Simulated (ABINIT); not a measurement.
Runs of ABINIT 10.8.3 (patched build) on PbF2 (Fluorocronite). The structure is cubic, space group Fm-3m (No. 225). The conventional cell has a = 5.927 Å, b = 5.927 Å, c = 5.927 Å, α = 90.00°, β = 90.00°, γ = 90.00°. Around Pb (site symmetry m-3m) lie 8 F at 2.57 Å. F (site symmetry -43m) is surrounded by 4 Pb at 2.57 Å. 

| task | level | potentials or basis | k mesh | cutoff (eV) | fine-grid cutoff | mesh quality | gap on the mesh (eV) | pressure (GPa) |
| --- | --- | --- | --- | --- | --- | --- | --- | --- |
| single point | r2SCAN | JTH PAW PBE v2.0 | 3 × 3 × 3 | 762 | 1360.57 eV | coarse | 5.14 | - |
| band structure | LDA-PZ | JTH PAW LDA v2.0 | 8 × 8 × 8 | 626 | 1224.51 eV | not flagged | (d) | -4.7 |
| single point | PBE | JTH PAW PBE v2.0 | 3 × 3 × 3 | 626 | 1224.51 eV | coarse | 4.68 | 2.5 |
| single point | PBE | JTH PAW PBE v2.0 | 6 × 6 × 6 | 626 | 1224.51 eV | not flagged | 4.44 | 2.5 |
| single point | PBEsol | JTH PAW PBE v2.0 | 6 × 6 × 6 | 626 | 1224.51 eV | not flagged | (b) | -1.2 |
| band structure | PW91 | JTH PAW PBE v2.0 | 8 × 8 × 8 | 626 | 1224.51 eV | not flagged | 4.44 | 2.0 |
| single point | LDA | JTH PAW LDA v2.0 | 3 × 3 × 3 | 626 | 1224.51 eV | coarse | 4.49 | -4.7 |
| single point | PBE | JTH PAW PBE v2.0 | 10 × 10 × 10 | 626 | 1224.51 eV | not flagged | 4.43 | 2.5 |
| band structure | PBE | PseudoDojo NC SR PBE v0.4.1 standard | 8 × 8 × 8 | 1143 | - | not flagged | 4.43 | 2.7 |
| single point | LDA | JTH PAW LDA v2.0 | 5 × 5 × 5 | 626 | 1224.51 eV | not flagged | (a) | -4.7 |
| band structure | HCTH407 | JTH PAW PBE v2.0 | 8 × 8 × 8 | 626 | 1224.51 eV | not flagged | 4.88 | (c) |

Alike in all rows: no spin polarisation; cell as given; smearing fermi-dirac 0.05 eV.

Task: Fill in the values left out.

Result: (a) 4.35; (b) 4.33; (c) 5.9; (d) 4.25.

Caveats: some runs use coarse meshes; spin-orbit coupling is left out, which as a rule narrows the gap of such compounds by several tenths of an eV; the PAW data sets were made with another functional, which shifts forces and pressure a little (some runs); an odd mesh through Γ misses points on the zone boundary, where band edges often lie (some runs).

A k mesh can miss the band edges, and the runs leave out spin-orbit coupling on Pb.

Not every run made on this cell is shown here.
